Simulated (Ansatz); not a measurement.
The cell was built from the rocksalt type and relaxed in the same program, and has space group Fm-3m; it needn't be a known or the stable phase.

Input and log of a run on EuS: DFT, PBE, PAW with Ansatz's default frozen-core files, scalar-relativistic (Ansatz 0.2.0).

Command: `ansatz run input.yaml --threads 1 --pin off --max-ram 3072MiB --backend cpu --events-out ev --progress --plain --runs-dir out` The run took about 27 s on 1 thread of a shared machine.

```yaml
crystal:
  lattice:
    - [0.0, 2.9242242639, 2.9242242639]
    - [2.9242242639, 0.0, 2.9242242639]
    - [2.9242242639, 2.9242242639, 0.0]
  atoms:
    - { symbol: Eu, position: [0.0, 0.0, 0.0], spin: 7.0 }
    - { symbol: S, position: [0.5, 0.5, 0.5] }
magnetization:
  spin_polarized: true
kpoints:
  mp_grid: { grid: [10, 10, 10] }
  band_path:
    path:
      - [0.0, 0.0, 0.0]
      - [0.5, 0.0, 0.5]
      - [0.625, 0.25, 0.625]
      - [0.375, 0.375, 0.75]
      - [0.0, 0.0, 0.0]
      - [0.5, 0.5, 0.5]
      - [0.5, 0.25, 0.75]
      - [0.5, 0.0, 0.5]
    npoints: 14
scf:
  occupations: { method: fermi_dirac, width: 0.08 }
hamiltonian:
  xc: pbe
  pseudopotentials: { kind: paw }
output:
  forces: true
  stress: true
  eigenvalues: true
  efg: { contact_densities: true }
  populations: true
  bader: true
  dos: { projected: true, de: 0.2, e_range: [-14, 8] }
  write_density: true
  write_potential: true
  elf: true
  volumetric_format: npy
```

The log:

```
Eu: projections on atomic orbitals take those of the free atom [Kr 4d10] 4f7 5s2 5p6 5d0 6s2, of charge +0.00 (hamiltonian.pseudopotentials.projection_atoms); the dataset's partial waves leave at most 1.0e-3 of an orbital's norm unspanned inside its sphere
Eu: output.efg is read without spin–orbit coupling, which moves field gradients at and beside such atoms by some per cent and up to a factor of two; PAW files take it under magnetization.noncollinear and magnetization.spin_orbit
Engine: ansatz 0.2.0
Pseudopotentials: kind: paw
Pseudopotential: Eu, paw, valence charge 17, recommended cutoff 420 eV (normal)
Pseudopotential: S, paw, valence charge 6, recommended cutoff 420 eV (normal)
Functional definition: PBE
  parameter kappa = 0.804
  parameter beta = 0.06672455060314922
  exchange = pbe_x(kappa = kappa, mu = beta*pi^2/3)
  correlation = pbe_c(beta = beta)
Crystal: 2 atoms, lattice volume = 50.011 Å³
Basis set: ecut = 420 eV, 941 PW (Γ), exchange–correlation on 60×60×60 points (8 copies of the dense FFT grid, shifted against one another)
Bands: 19, of which v1, the nominal top of the filled ones, is band 12 counted from 1 (11 counted from 0)
Symmetry: 48 space group operations
Space group: Fm-3m (ITA 225), of the structure as read, at distance tolerance 3.7e-5 Å
Magnetic group: BNS 225.116 (UNI 1618), of the structure as read, at distance tolerance 3.7e-5 Å
k-points: 47 of 1000
Non-local potential: Eu, projectors of the file, l = 0: 3, l = 1: 2, l = 2: 2, l = 3: 3
Non-local potential: S, projectors of the file, l = 0: 2, l = 1: 2, l = 2: 2
PAW form: soft (Blöchl's): semilocal exchange-correlation on the pseudo side does not see the compensation charge
PAW one-centre angular grid: Eu, 590 points (default); XC on 64 Gauss nodes
PAW one-centre angular grid: S, 110 points (default); XC on 64 Gauss nodes
Initial density: superposition of atomic densities (chi_scale 0.1, normalization cell)
Starting moments: Σ|m| = 7 μB on 1 of 2 sites
Initial wavefunctions: pseudopotential atomic-orbital guess
Functional: x = pbe(κ = 0.804, μ = 0.2195149727645171), c = pbe(β = 0.06672455060314922)
SCF iter   1: F=—  HF=-9672.215081 eV  |F-HF|=—  |Δ(HF+E_count)|=         —  Δρ=3.63e-2 (↑3.63e-2 ↓2.39e-2)  dr2=8.69e-1  dr2_m=3.03e-1  M=6.793 μB ∫|m|=6.887 μB  β_m=0.30  ethr=3.10e-3  ⟨swp⟩=5.9  Hψ=19681  notcnv=0  defer=6
Mixer restart at iter 1: flushing history
automatic band count: the SCF goes on with 23 bands, as 19 were too few: the levels above may hold too much charge
preconditioner: auto → Kerker (q_TF=auto, 2.397 Å⁻¹)  [metal: Δε(μ)=0.020 eV  Ē_g=13.109 eV  σ=0.080 eV  W_gap=0.06  n_scr=14 (ndim 8)  ℏωp=24.1 eV  f_vac=0.000  D(μ)=3.09/eV (n_scr^D=26)]
spin=Collinear: Kerker preconditioning applied to the charge; magnetization (m = ρ↑ − ρ↓) channel mixes plain (no charge-response kernel on spin).
SCF iter   2: F=—  HF=-9672.370683 eV  |F-HF|=—  |Δ(HF+E_count)|=   1.56e-1  Δρ=2.49e-2 (↑2.49e-2 ↓1.71e-2)  dr2=4.46e-1  dr2_m=1.43e-1  M=6.799 μB ∫|m|=6.896 μB  β_m=0.56  ethr=3.10e-3  ⟨swp⟩=2.6  Hψ=3935  notcnv=0  defer=220
SCF iter   3: F=—  HF=-9672.722548 eV  |F-HF|=—  |Δ(HF+E_count)|=   3.52e-1  Δρ=1.46e-2 (↑1.46e-2 ↓4.29e-3)  dr2=1.14e-1  dr2_m=2.69e-2  M=6.853 μB ∫|m|=6.973 μB  β_m=0.64  ethr=1.94e-3  ⟨swp⟩=2.9  Hψ=3850  notcnv=0  defer=255
SCF iter   4: F=—  HF=-9672.872514 eV  |F-HF|=—  |Δ(HF+E_count)|=         —  Δρ=6.35e-3 (↑6.35e-3 ↓2.57e-3)  dr2=4.23e-2  dr2_m=2.93e-3  M=6.902 μB ∫|m|=7.022 μB  β_m=0.64  ethr=4.97e-4  ⟨swp⟩=2.9  Hψ=4663  notcnv=0  defer=267
Mixer restart at iter 4: flushing history
SCF iter   5: F=—  HF=-9672.905411 eV  |F-HF|=—  |Δ(HF+E_count)|=   3.29e-2  Δρ=4.41e-3 (↑4.41e-3 ↓1.78e-3)  dr2=2.43e-2  dr2_m=1.27e-3  M=6.920 μB ∫|m|=7.043 μB  β_m=0.62  ethr=1.84e-4  ⟨swp⟩=2.6  Hψ=3546  notcnv=0  defer=268
SCF iter   6: F=—  HF=-9672.927827 eV  |F-HF|=—  |Δ(HF+E_count)|=   2.24e-2  Δρ=9.79e-4 (↑9.79e-4 ↓8.47e-4)  dr2=2.98e-3  dr2_m=7.93e-6  M=6.945 μB ∫|m|=7.072 μB  β_m=0.91  ethr=1.05e-4  ⟨swp⟩=2.1  Hψ=4380  notcnv=0  defer=273
SCF iter   7: F=—  HF=-9672.928428 eV  |F-HF|=—  |Δ(HF+E_count)|=   6.01e-4  Δρ=6.28e-4 (↑6.28e-4 ↓2.93e-4)  dr2=4.67e-4  dr2_m=3.79e-5  M=6.950 μB ∫|m|=7.078 μB  β_m=0.82  ethr=1.30e-5  ⟨swp⟩=2.1  Hψ=3578  notcnv=0  defer=273
SCF iter   8: F=—  HF=-9672.928264 eV  |F-HF|=—  |Δ(HF+E_count)|=   1.64e-4  Δρ=6.24e-4 (↑6.24e-4 ↓1.94e-4)  dr2=2.75e-4  dr2_m=3.51e-5  M=6.950 μB ∫|m|=7.077 μB  β_m=0.84  ethr=2.03e-6  ⟨swp⟩=2.0  Hψ=3756  notcnv=0  defer=273
SCF iter   9: F=—  HF=-9672.928354 eV  |F-HF|=—  |Δ(HF+E_count)|=   9.02e-5  Δρ=3.04e-4 (↑3.04e-4 ↓9.37e-5)  dr2=5.56e-5  dr2_m=9.26e-6  M=6.949 μB ∫|m|=7.077 μB  β_m=0.92  ethr=1.19e-6  ⟨swp⟩=2.1  Hψ=2866  notcnv=0  defer=273
SCF iter  10: F=—  HF=-9672.925519 eV  |F-HF|=—  |Δ(HF+E_count)|=   2.83e-3  Δρ=6.27e-5 (↑6.27e-5 ↓1.98e-5)  dr2=2.03e-6  dr2_m=3.77e-7  M=6.949 μB ∫|m|=7.077 μB  β_m=0.96  ethr=2.42e-7  ⟨swp⟩=2.1  Hψ=3180  notcnv=0  defer=273
SCF iter  11: F=—  HF=-9672.925521 eV  |F-HF|=—  |Δ(HF+E_count)|=   1.12e-6  Δρ=4.86e-6 (↑4.86e-6 ↓4.64e-6)  dr2=5.55e-8  dr2_m=7.04e-10  M=6.949 μB ∫|m|=7.077 μB  β_m=0.98  ethr=8.82e-9  ⟨swp⟩=2.0  Hψ=3224  notcnv=0  defer=273
SCF iter  12: F=-9672.925521 eV  HF=-9672.925521 eV  |F-HF|=3.33e-8  |Δ(HF+E_count)|=   6.47e-8  Δρ=7.34e-6 (↑7.34e-6 ↓1.38e-6)  dr2=3.55e-8  dr2_m=5.77e-9  M=6.949 μB ∫|m|=7.077 μB  ethr=2.41e-10  ⟨swp⟩=12.3  Hψ=14380  notcnv=0
SCF 1 converged in 12 iterations: F = -9672.925521 eV  dr2 = 3.55e-8
  greatest PAW one-centre occupation: 1.000 electrons in one spin orbital (limit 2), on the Eu atom at site 0 (counted from 0), in its partial waves of l = 0
NSCF: frozen V_eff on 99 k-points
SCF converged after 12 iterations
Magnetization: 6.9492 μB (14.9746 up, 8.0254 down)
Absolute magnetization: 7.0772 μB (∫|ρ↑−ρ↓|, with the PAW one-centre terms)
Spin contamination: 0.0123 ħ² per cell (⟨S²⟩ above its minimum at these occupations)
Per-site moments (μB) at R_I (Å): [(6.711196169890251, 1.20624250885875), (-0.05713402570560279, 1.20624250885875)]
Free energy (F): -9672.925521 eV
Harris-Foulkes:  -9672.925521 eV  (|F-HF|=3.33e-8)
Internal energy: -9672.891834 eV  (E = F + TS)
E sigma→0 (E₀):  -9672.908677 eV
Entropy (-TS):   -0.033686 eV (-16.843 meV/atom)
Fermi energy:    11.051811 eV
--- Per-component energies (eV) ---
  E_band       = 7.008129
  E_kinetic    = 462.987308
  E_local      = -2087.460192  (includes V_loc(G=0)·N_el)
  E_nonlocal   = 496.330957
  E_hartree    = 826.341256
  E_xc         = -277.508864
  E_vxc        = -294.441847  (∫ρ·V_xc dr)
  E_paw        = -6985.523503  (= ΣΔE_a)
  E_vpaw       = -223.099575  (= ΣTr[D̂ρ^β])
  E_aug_tail   = 0.000002  (compensation charges beyond the density's cutoff)
  E_ewald      = -2108.058798
  E_smearing   = -0.033686  (= −TS)
  E_closure    = 0.000000  (closes the sum)
  Σ components = -9672.925521   (vs F -9672.925521, Δ=0.00e0)
--- Forces (eV/Å), atoms counted from 1 ---
  atom   1  Eu    -0.00000000     0.00000000     0.00000000
  atom   2  S      0.00000000    -0.00000000    -0.00000000
  max |Σ_I F_I| component: 8.87e-30 eV/Å
--- Stress (GPa, compression-positive) ---
       -0.002193      -0.000000       0.000000
        0.000000      -0.002193       0.000000
        0.000000       0.000000      -0.002193
  P = ⅓ Tr σ = -0.0022 GPa (-0.022 kbar)
--- PAW observables at the nuclei: V_zz in 10²¹ V/m², potentials from the cell's mean, atoms counted from 1 ---
  atom   1  Eu V_zz =    +0.000000   η = 0.0000   by run symmetry: forbidden
            electrostatic potential = -11496.975967 V   contact ρ = 3677755.996737 e/Å³   contact ρ_s (e/Å³): all electrons +4.863870, valence +63.988077
  atom   2  S  V_zz =    +0.000000   η = 0.0000   by run symmetry: forbidden
            electrostatic potential = -1637.300919 V   contact ρ = 19764.815962 e/Å³   contact ρ_s (e/Å³): all electrons -0.638326, valence -0.646029
--- Band table (eV; the first three rows and the last of 94) ---
  k-point 0 ↑: bands = ["-30.4172", "-9.0988", "-9.0988", "-9.0988", "-2.5938", "8.2139", "8.2139", "8.2139", "10.5151", "10.6900", "10.6900", "10.6900", "11.0618", "11.0618", "11.0618", "12.0589", "12.0589", "12.0589", "12.1559", "12.9721", "12.9721", "18.5392", "23.9614"]
  k-point 1 ↑: bands = ["-30.4156", "-9.1414", "-9.1016", "-9.1016", "-2.5031", "7.8336", "8.0695", "8.0695", "10.5085", "10.6669", "10.6669", "10.6905", "10.9009", "10.9412", "10.9412", "12.1481", "12.2692", "12.2692", "12.7380", "13.3878", "13.3878", "18.9539", "23.0545"]
  k-point 2 ↑: bands = ["-30.4113", "-9.2494", "-9.1090", "-9.1090", "-2.2638", "7.0327", "7.7333", "7.7333", "10.4943", "10.6206", "10.6206", "10.6917", "10.7557", "10.7841", "10.7841", "12.3671", "12.7941", "12.7941", "13.8805", "14.3897", "14.3897", "19.8725", "21.6818"]
  k-point 46 ↓: bands = ["-27.3384", "-7.1031", "-7.0308", "-7.0212", "-1.9433", "7.0569", "7.3845", "7.5774", "12.4870", "13.9760", "15.1619", "15.1833", "15.1872", "15.2142", "15.3594", "15.5893", "15.7384", "15.7690", "16.3708", "17.2534", "18.5381", "20.3489", "21.1632"]
--- Löwdin populations: 2 sites ---
  site symbol       q [e]    m [muB]
     0     Eu     16.7758     7.0300
     1      S      6.1898    -0.0953
  spilling = 0.001494 (of n_electrons = 23.000000)
--- Bader charges: 2 sites ---
  site symbol  charge [e]  shift [e]    m [muB]
     0     Eu      1.4374     0.0000     6.8569
     1      S     -1.4374     0.0000     0.0923
  estimated error of the sums over rays = 3.7e-4 e
```

Semilocal functionals without a Hubbard term describe localised f shells poorly; where the shell is localised, the real material differs.

The magnetic state is the one reached from the start moments; no search over orders was made, so it needn't be the ground state.
